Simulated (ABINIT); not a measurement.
Crystal: CuI (Marshite).

```
I Cu
1.0
     0.00000    3.03150    3.03150
     3.03150    0.00000    3.03150
     3.03150    3.03150    0.00000
I Cu
1 1
Direct
  0.00000 0.00000 0.00000
  0.75000 0.75000 0.75000
```

Program: ABINIT 10.8.3 (patched build). Alike in all runs: task single point; no spin polarisation; cell as given; smearing fermi-dirac 0.05 eV. Hardware: 1 thread of Arm Neoverse V1 (shared host).

Task: Order these runs on this cell by their wall time, lowest first.
A. level PBEsol; potentials or basis JTH PAW PBE v2.0; k mesh 10 × 10 × 10; cutoff (eV) 544; fine-grid cutoff 1088.46 eV
B. level LDA; potentials or basis JTH PAW LDA v2.0; k mesh 5 × 5 × 5; cutoff (eV) 544; fine-grid cutoff 1088.46 eV
C. level r2SCAN; potentials or basis JTH PAW PBE v2.0; k mesh 10 × 10 × 10; cutoff (eV) 653; fine-grid cutoff 1251.72 eV

Result: B (13 s), A (58 s), C (220 s).

Runs at the PBE level aren't shown here.
